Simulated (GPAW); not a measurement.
# Ga (I4/mmm) in GPAW: further runs

The runs below take Ga through single point, with BLYP+D3, r2SCAN, PBE, AM05.

Everything below comes from runs of GPAW 26.7.0. Logs are shortened: lines on timing, memory, paths and dates and some standing lists are left out, and cuts for length are marked. The log counts tension as positive stress, the text compression.

**1. The crystal as given**

The structure is tetragonal, space group I4/mmm (No. 139). Conventional cell: a = 2.769 Å, b = 2.769 Å, c = 4.622 Å, α = 90.00°, β = 90.00°, γ = 90.00°. Around Ga (site symmetry 4/mmm) lie 12 Ga at 2.77 to 3.03 Å.

This isn't the form of Ga at room conditions, which is orthorhombic.

**2. Single point, BLYP+D3**

run.py

```python
from ase.calculators.mixing import SumCalculator
from ase.dft.bandgap import bandgap
from ase.io import read, write
from dftd3.ase import DFTD3
from gpaw import GPAW, setup_paths

setup_paths.insert(0, '.')

atoms = read('Ga.cif')

calc = GPAW(mode='lcao',
            h=0.18,
            basis='szp(dzp)',
            xc='BLYP',
            kpts={'size': (10, 10, 6), 'gamma': True},
            occupations={'name': 'fermi-dirac', 'width': 0.05},
            convergence={'density': 1e-05, 'energy': 1e-05},
            random=True,
            maxiter=100,
            txt='gpaw.txt')
atoms.calc = SumCalculator([calc, DFTD3(method='blyp', damping='d3zero')])
energy = atoms.get_potential_energy()
forces = atoms.get_forces()
calc.write('gs.gpw')
write('result.traj', atoms)
print(f'Energy: {energy:.6f} eV')
print('Forces (eV/A):')
print(forces.round(4))
print('Fermi level:', round(calc.get_fermi_level(), 4), 'eV')
print(f'Gap: {bandgap(calc)[0]:.4f} eV, direct: {bandgap(calc, direct=True)[0]:.4f} eV')
```

Ga.cif

```cif
data_Ga
_cell_length_a 2.76879744
_cell_length_b 2.76879744
_cell_length_c 4.62244767
_cell_angle_alpha 90.00000000
_cell_angle_beta 90.00000000
_cell_angle_gamma 90.00000000
_space_group_name_H-M_alt 'I4/mmm'
_space_group_name_Hall '-I 4 2'
_space_group_IT_number 139
loop_
_space_group_symop_operation_xyz
'x,y,z'
'-x,-y,-z'
'-y,x,z'
'y,-x,-z'
'-x,-y,z'
'x,y,-z'
'y,-x,z'
'-y,x,-z'
'x,-y,-z'
'-x,y,z'
'-y,-x,-z'
'y,x,z'
'-x,y,-z'
'x,-y,z'
'y,x,-z'
'-y,-x,z'
'x+1/2,y+1/2,z+1/2'
'-x+1/2,-y+1/2,-z+1/2'
'-y+1/2,x+1/2,z+1/2'
'y+1/2,-x+1/2,-z+1/2'
'-x+1/2,-y+1/2,z+1/2'
'x+1/2,y+1/2,-z+1/2'
'y+1/2,-x+1/2,z+1/2'
'-y+1/2,x+1/2,-z+1/2'
'x+1/2,-y+1/2,-z+1/2'
'-x+1/2,y+1/2,z+1/2'
'-y+1/2,-x+1/2,-z+1/2'
'y+1/2,x+1/2,z+1/2'
'-x+1/2,y+1/2,-z+1/2'
'x+1/2,-y+1/2,z+1/2'
'y+1/2,x+1/2,-z+1/2'
'-y+1/2,-x+1/2,z+1/2'
loop_
_atom_site_label
_atom_site_type_symbol
_atom_site_symmetry_multiplicity
_atom_site_Wyckoff_symbol
_atom_site_fract_x
_atom_site_fract_y
_atom_site_fract_z
_atom_site_occupancy
Ga1 Ga 2 a 0.0000000000 0.0000000000 0.0000000000 1
```

Potentials or basis: PAW data sets generated in the run's folder for this functional, lcao:szp(dzp).

Command:

```console
$ gpaw-setup -f BLYP Ga
$ OMP_NUM_THREADS=1 python run.py
```

gpaw.txt:

```text
__  _  _
 | _ |_)|_||  |
 |__||  | ||/\| - 26.7.0

Input parameters:
  mode=LCAO(),
  basis={'default': 'szp(dzp)'},
  convergence={'density': 1e-05, 'energy': 1e-05},
  h=0.18,
  kpts=MonkhorstPack(size=(10, 10, 6), gamma=True),
  maxiter=100,
  occupations=Occupations(name='fermi-dirac', width=0.05),
  random=True,
  xc=XC(name='BLYP')
   .------.
  /|      |
 * |      |
 | |      |
 | | Ga   |
 | |      |
 | .------.
 |/      /
 Ga-----*

Atoms  # Å, Bohr magnetons
|   | symbol |        x |        y |        z |    initial magnetic moments |
|---|--------|----------|----------|----------|-----------------------------|
| 0 |     Ga | 0.000000 | 0.000000 | 0.000000 | ( 0.0000,  0.0000,  0.0000) |
| 1 |     Ga | 1.384399 | 1.384399 | 2.311224 | ( 0.0000,  0.0000,  0.0000) |

Unit cell  # Å
| periodic |        x |        y |        z |  lengths |    angles |
|----------|----------|----------|----------|----------|-----------|
|      yes | 2.768797 | 0.000000 | 0.000000 | 2.768797 | 90.000000 |
|      yes | 0.000000 | 2.768797 | 0.000000 | 2.768797 | 90.000000 |
|      yes | 0.000000 | 0.000000 | 4.622448 | 4.622448 | 90.000000 |

Number of symmetries: 16
Symmetry operations  # r_c * U_cc + t_c -> r_c
|    | kind |            matrix            |
|----|------|------------------------------|
|  0 |  E   |  1, 0, 0,  0, 1, 0,  0, 0, 1 |
|  1 |  σ   |  1, 0, 0,  0, 1, 0,  0, 0,-1 |
|  2 |  σ   |  1, 0, 0,  0,-1, 0,  0, 0, 1 |
|  3 |  C2  |  1, 0, 0,  0,-1, 0,  0, 0,-1 |
|  4 |  σ   |  0, 1, 0,  1, 0, 0,  0, 0, 1 |
|  5 |  C2  |  0, 1, 0,  1, 0, 0,  0, 0,-1 |
|  6 |  C4  |  0, 1, 0, -1, 0, 0,  0, 0, 1 |
|  7 |  S4  |  0, 1, 0, -1, 0, 0,  0, 0,-1 |
|  8 |  C4  |  0,-1, 0,  1, 0, 0,  0, 0, 1 |
|  9 |  S4  |  0,-1, 0,  1, 0, 0,  0, 0,-1 |
| 10 |  σ   |  0,-1, 0, -1, 0, 0,  0, 0, 1 |
| 11 |  C2  |  0,-1, 0, -1, 0, 0,  0, 0,-1 |
| 12 |  σ   | -1, 0, 0,  0, 1, 0,  0, 0, 1 |
| 13 |  C2  | -1, 0, 0,  0, 1, 0,  0, 0,-1 |
| 14 |  C2  | -1, 0, 0,  0,-1, 0,  0, 0, 1 |
| 15 |  i   | -1, 0, 0,  0,-1, 0,  0, 0,-1 |

BZ-sampling:
  Number of BZ points: 600
  Number of IBZ points: 84

  Monkhorst-Pack size: [10, 10, 6]
  Monkhorst-Pack shift: [0.05, 0.05, 0.08333333333333333]

K-points  # in reciprocal-cell coordinates
|     |                                coordinates |     weight |
|-----|--------------------------------------------|------------|
|   0 | (  0.00000000,   0.00000000,   0.00000000) | 0.00166667 |
|   1 | (  0.00000000,   0.00000000,   0.16666667) | 0.00333333 |
|   2 | (  0.00000000,   0.00000000,   0.33333333) | 0.00333333 |
|   3 | (  0.00000000,   0.00000000,   0.50000000) | 0.00166667 |
|   4 | (  0.10000000,   0.00000000,   0.00000000) | 0.00666667 |
|   5 | (  0.10000000,   0.00000000,   0.16666667) | 0.01333333 |
|   6 | (  0.10000000,   0.00000000,   0.33333333) | 0.01333333 |
|   7 | (  0.10000000,   0.00000000,   0.50000000) | 0.00666667 |
|   8 | (  0.10000000,   0.10000000,   0.00000000) | 0.00666667 |
|   9 | (  0.10000000,   0.10000000,   0.16666667) | 0.01333333 |
| ... |                                            |            |
|  83 | (  0.50000000,   0.50000000,   0.50000000) | 0.00166667 |

basis functions: 18
Spin-components: 1 (collinear spins)
Bands:           8
Projectors:      10
Spin-degeneracy: 2
Datatype:        <class 'complex'>

Density:
  Valence electrons: 6.0
  Components: 1
  Grid points: [16 16 24]
  Charge: 0.0  # |e|

Potential:
  Grid points: [16 16 24]

species:
  Ga:
    name:    Gallium
    Z:       31.0
    valence: 3
    core:    28
    charge:  0.0  # [|e|]
    compensation charges:
      type: gauss
      rc: 0.37  # [Å]
      lmax: 2
    cutoffs:
      filter: 2.06  # [Å]
      core: 4.17  # [Å]
    projectors
    | kind |    occ | energy [eV] | rcut [Å] |
    |------|--------|-------------|----------|
    |   4s |  2.000 |      -8.903 |    1.164 |
    |   4p |  1.000 |      -2.515 |    1.164 |
    |    s |        |      18.309 |    1.164 |
    |    p |        |      24.697 |    1.164 |
    |    d |        |       0.000 |    1.164 |

    LCAO basis set for Ga:
      Name: szp(dzp)
      File: ./Ga.dzp.basis.gz
      Number of radial functions: 3
      Number of spherical harmonics: 9
        l=0, rc=7.2656 Bohr: 4s-sz confined orbital
        l=1, rc=10.3438 Bohr: 4p-sz confined orbital
        l=2, rc=10.3438 Bohr: d-type Gaussian polarization
      Number of RI-basis functions 0

Reference energy: -105790.510536  # eV

eigensolver:
  <gpaw.new.lcao.eigensolver.LCAOEigensolver object>
density mixing:
  MSR1-Mixer
  Pratt-step length: 0.05
  Maximum mixing coefficient: 0.75
  Old densities: 10
  SVD Regularization: 0.005
  Good broyden scale: 1.0
  Trust region scale: 1.0
  Backstep threshold: 4.0
  History deletion threshold: 6.0
  Fourier metric: weight=20.0, sigma=0.015

occupation numbers:
  Fermi-Dirac:
    width: 0.0500  # eV

FastPoissonSolver using
    Stencil: 6*3+1=19 point O(h^6) finite-difference Laplacian
    FFT axes: [np.int64(0), np.int64(1), np.int64(2)]
    FST axes: []

xc functional:
  name: BLYP with 2 nearest neighbor stencil
interpolation: tri-quintic # 5. degree polynomial

   .------.
  /|      |
 * |      |
 | |      |
 | | Ga   |
 | |      |
 | .------.
 |/      /
 Ga-----*

Atoms  # Å, Bohr magnetons
|   | symbol |        x |        y |        z |    initial magnetic moments |
|---|--------|----------|----------|----------|-----------------------------|
| 0 |     Ga | 0.000000 | 0.000000 | 0.000000 | ( 0.0000,  0.0000,  0.0000) |
| 1 |     Ga | 1.384399 | 1.384399 | 2.311224 | ( 0.0000,  0.0000,  0.0000) |

Unit cell  # Å
| periodic |        x |        y |        z |  lengths |    angles |
|----------|----------|----------|----------|----------|-----------|
|      yes | 2.768797 | 0.000000 | 0.000000 | 2.768797 | 90.000000 |
|      yes | 0.000000 | 2.768797 | 0.000000 | 2.768797 | 90.000000 |
|      yes | 0.000000 | 0.000000 | 4.622448 | 4.622448 | 90.000000 |

Number of symmetries: 16
Symmetry operations  # r_c * U_cc + t_c -> r_c
|    | kind |            matrix            |
|----|------|------------------------------|
|  0 |  E   |  1, 0, 0,  0, 1, 0,  0, 0, 1 |
|  1 |  σ   |  1, 0, 0,  0, 1, 0,  0, 0,-1 |
|  2 |  σ   |  1, 0, 0,  0,-1, 0,  0, 0, 1 |
|  3 |  C2  |  1, 0, 0,  0,-1, 0,  0, 0,-1 |
|  4 |  σ   |  0, 1, 0,  1, 0, 0,  0, 0, 1 |
|  5 |  C2  |  0, 1, 0,  1, 0, 0,  0, 0,-1 |
|  6 |  C4  |  0, 1, 0, -1, 0, 0,  0, 0, 1 |
|  7 |  S4  |  0, 1, 0, -1, 0, 0,  0, 0,-1 |
|  8 |  C4  |  0,-1, 0,  1, 0, 0,  0, 0, 1 |
|  9 |  S4  |  0,-1, 0,  1, 0, 0,  0, 0,-1 |
| 10 |  σ   |  0,-1, 0, -1, 0, 0,  0, 0, 1 |
| 11 |  C2  |  0,-1, 0, -1, 0, 0,  0, 0,-1 |
| 12 |  σ   | -1, 0, 0,  0, 1, 0,  0, 0, 1 |
| 13 |  C2  | -1, 0, 0,  0, 1, 0,  0, 0,-1 |
| 14 |  C2  | -1, 0, 0,  0,-1, 0,  0, 0, 1 |
| 15 |  i   | -1, 0, 0,  0,-1, 0,  0, 0,-1 |

BZ-sampling:
  Number of BZ points: 600
  Number of IBZ points: 84

  Monkhorst-Pack size: [10, 10, 6]
  Monkhorst-Pack shift: [0.05, 0.05, 0.08333333333333333]

K-points  # in reciprocal-cell coordinates
|     |                                coordinates |     weight |
|-----|--------------------------------------------|------------|
|   0 | (  0.00000000,   0.00000000,   0.00000000) | 0.00166667 |
|   1 | (  0.00000000,   0.00000000,   0.16666667) | 0.00333333 |
|   2 | (  0.00000000,   0.00000000,   0.33333333) | 0.00333333 |
|   3 | (  0.00000000,   0.00000000,   0.50000000) | 0.00166667 |
|   4 | (  0.10000000,   0.00000000,   0.00000000) | 0.00666667 |
|   5 | (  0.10000000,   0.00000000,   0.16666667) | 0.01333333 |
|   6 | (  0.10000000,   0.00000000,   0.33333333) | 0.01333333 |
|   7 | (  0.10000000,   0.00000000,   0.50000000) | 0.00666667 |
|   8 | (  0.10000000,   0.10000000,   0.00000000) | 0.00666667 |
|   9 | (  0.10000000,   0.10000000,   0.16666667) | 0.01333333 |
| ... |                                            |            |
|  83 | (  0.50000000,   0.50000000,   0.50000000) | 0.00166667 |

basis functions: 18
Spin-components: 1 (collinear spins)
Bands:           8
Projectors:      10
Spin-degeneracy: 2
Datatype:        <class 'complex'>

Density:
  Valence electrons: 6.0
  Components: 1
  Grid points: [16 16 24]
  Charge: 0.0  # |e|

Potential:
  Grid points: [16 16 24]

species:
  Ga:
    name:    Gallium
    Z:       31.0
    valence: 3
    core:    28
    charge:  0.0  # [|e|]
    compensation charges:
      type: gauss
      rc: 0.37  # [Å]
      lmax: 2
    cutoffs:
      filter: 2.06  # [Å]
      core: 4.17  # [Å]
    projectors
    | kind |    occ | energy [eV] | rcut [Å] |
    |------|--------|-------------|----------|
    |   4s |  2.000 |      -8.903 |    1.164 |
    |   4p |  1.000 |      -2.515 |    1.164 |
    |    s |        |      18.309 |    1.164 |
    |    p |        |      24.697 |    1.164 |
    |    d |        |       0.000 |    1.164 |

    LCAO basis set for Ga:
      Name: szp(dzp)
      File: ./Ga.dzp.basis.gz
      Number of radial functions: 3
      Number of spherical harmonics: 9
        l=0, rc=7.2656 Bohr: 4s-sz confined orbital
        l=1, rc=10.3438 Bohr: 4p-sz confined orbital
        l=2, rc=10.3438 Bohr: d-type Gaussian polarization
      Number of RI-basis functions 0

Reference energy: -105790.510536  # eV

eigensolver:
  <gpaw.new.lcao.eigensolver.LCAOEigensolver object>
density mixing:
  MSR1-Mixer
  Pratt-step length: 0.05
  Maximum mixing coefficient: 0.75
  Old densities: 10
  SVD Regularization: 0.005
  Good broyden scale: 1.0
  Trust region scale: 1.0
  Backstep threshold: 4.0
  History deletion threshold: 6.0
  Fourier metric: weight=20.0, sigma=0.015

occupation numbers:
  Fermi-Dirac:
    width: 0.0500  # eV

FastPoissonSolver using
    Stencil: 6*3+1=19 point O(h^6) finite-difference Laplacian
    FFT axes: [np.int64(0), np.int64(1), np.int64(2)]
    FST axes: []

xc functional:
  name: BLYP with 2 nearest neighbor stencil
interpolation: tri-quintic # 5. degree polynomial

convergence criteria:
- Maximum integral of absolute [dens]ity change: 1e-05 electrons / valence electron
- Maximum [total energy] change in last 3 cyles: 1e-05 eV / valence electron
- Maximum integral of absolute [eigenst]ate change: 4e-08 eV^2 / valence electron
maximum number of iterations: 100

SCF iterations
|iter     | |      energy | eigst |  dens |
|---------|-|-------------|-------|-------|
|iter:   1| |   -3.674463 |      c|       |
|iter:   2| |   -3.672754 |      c| -1.17 |
|iter:   3| |   -3.658737 |      c| -1.20 |
|iter:   4| |   -3.657403 |      c| -1.72 |
|iter:   5| |   -3.657403 |      c| -3.93 |
|iter:   6| |   -3.657403c|      c| -4.35 |
|iter:   7| |   -3.657403c|      c| -5.80c|

Converged in 7 steps
Energy contributions relative to reference atoms: (reference = -105790.510536)

Energy contributions:
  Kinetic:          29.935595
  Coulomb:         -24.664442
  Zero:              0.025781
  External:          0.000000
  Xc:               -8.951368
  Entropy:          -0.005939
  Spinorbit:         0.000000
  ----------------------------
  Free energy:      -3.660372
  Extrapolated:     -3.657403

dipole moment: (-7.174333, -7.174333, -11.977395)  # |e|*Ang

Fermi level: 7.280
Eigenvalues  # (at kpt = [0.000, 0.000, 0.000])
| band index |      eig [eV] | occ [0-2] |
|------------|---------------|-----------|
|          0 |        -4.211 |     2.000 |
|          1 |         2.633 |     2.000 |
|          2 |         3.549 |     2.000 |
|          3 |        14.674 |     0.000 |
|          4 |        14.674 |     0.000 |
|          5 |        17.732 |     0.000 |
|          6 |        19.568 |     0.000 |
|          7 |        19.679 |     0.000 |

No gap
No difference between direct/indirect transitions

Forces  # eV/Ang
|       x |       y |       z |
|---------|---------|---------|
| 0.00000 | 0.00000 | 0.00000 |  # Ga   0
| 0.00000 | 0.00000 | 0.00000 |  # Ga   1

# Writing to gs.gpw (mode='')
```

Run time: 5.6 min. Hardware: 1 thread of Arm Neoverse V2, shared host; peak memory 0.19 GiB.

These settings aren't checked as converged: the numbers below hold their error.

What came out:

```yaml
Free_energy: -4.3945 eV
Band_gap_on_the_k_mesh: none (metal or under the smearing width)
Dispersion_energy_per_atom: -0.367 eV
```

Caveat: the real-space grid adds noise to forces; the basis of atomic orbitals isn't converged, which shifts pressures, moduli and gaps.

(Part 1 of 2 ends here.)
